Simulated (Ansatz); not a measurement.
**AgCl (Pm-3m), a vibration from a frozen displacement**

All numbers below come from Ansatz, DFT LDA, scalar-relativistic, plane waves, PAW. Cutoff 420 eV, Γ-centred 10×10×10 k-points, Gaussian smearing of 0.03 eV. No spin polarisation. Energies are free energies at this smearing, counted from the undisturbed cell; pressure is positive in compression.

Reference structure (as given, not relaxed at this level; it stands at -7.6 GPa; this CsCl-type form isn't the usual structure):

```
CELL_PARAMETERS angstrom
3.43397 0.00000 0.00000
0.00000 3.43397 0.00000
0.00000 0.00000 3.43397
ATOMIC_POSITIONS crystal
Ag 0.00000 0.00000 0.00000
Cl 0.50000 0.50000 0.50000
```

Every Cl atom is moved by x along the Cartesian unit vector (-1.000, 0.000, 0.000); the cell and all other atoms stay fixed. The cell's volume is 40.49 Å³; the moved atoms weigh 35.450 u together and the others 107.868 u. Some rows repeat others by symmetry and weren't run.

```
  x (Å)  ΔE (meV/cell) total force on the moved atoms along the move (eV/Å) pressure (GPa)
-0.5000         -35.34                                               -0.0834         -4.4257
-0.4375         -29.77                                               -0.0939         -5.1408
-0.3750         -23.74                                               -0.0979         -5.7744
-0.3125         -17.67                                               -0.0953         -6.3196
-0.2500         -11.97                                               -0.0861         -6.7710
-0.1875          -7.03                                               -0.0708         -7.1251
-0.1250          -3.23                                               -0.0503         -7.3794
-0.0625          -0.82                                               -0.0261         -7.5324
 0.0000           0.00                                                0.0000         -7.5835
 0.0625          -0.82                                                0.0261         -7.5324
 0.1250          -3.23                                                0.0503         -7.3794
 0.1875          -7.03                                                0.0708         -7.1251
 0.2500         -11.97                                                0.0861         -6.7710
 0.3125         -17.67                                                0.0953         -6.3196
 0.3750         -23.74                                                0.0979         -5.7744
 0.4375         -29.77                                                0.0939         -5.1408
 0.5000         -35.34                                                0.0834         -4.4257
```

What frequency belongs to this motion?

The force constant is k = −dF/dx = -0.418 eV/Å², from the parabola through x = -0.0625, 0 and 0.0625. In every cell the moved atoms swing against the rest, so the mass is μ = m₁m₂/(m₁ + m₂) = 26.681 u, and ν̃ = 521.5 cm⁻¹ × √(|k|/μ) = 65i cm⁻¹, at this cell's pressure of -7.6 GPa. To first order in x, and within 1 %, the force on every atom lies along the move and, within each of the two groups, in proportion to the atom's mass, so this is itself a mode at the zone centre of this cell, taken without macroscopic field (the transverse frequency in a polar insulator).

Where does the displacement stop?

Not within the scan: the energy still falls at its end, so along this line the minimum lies further out.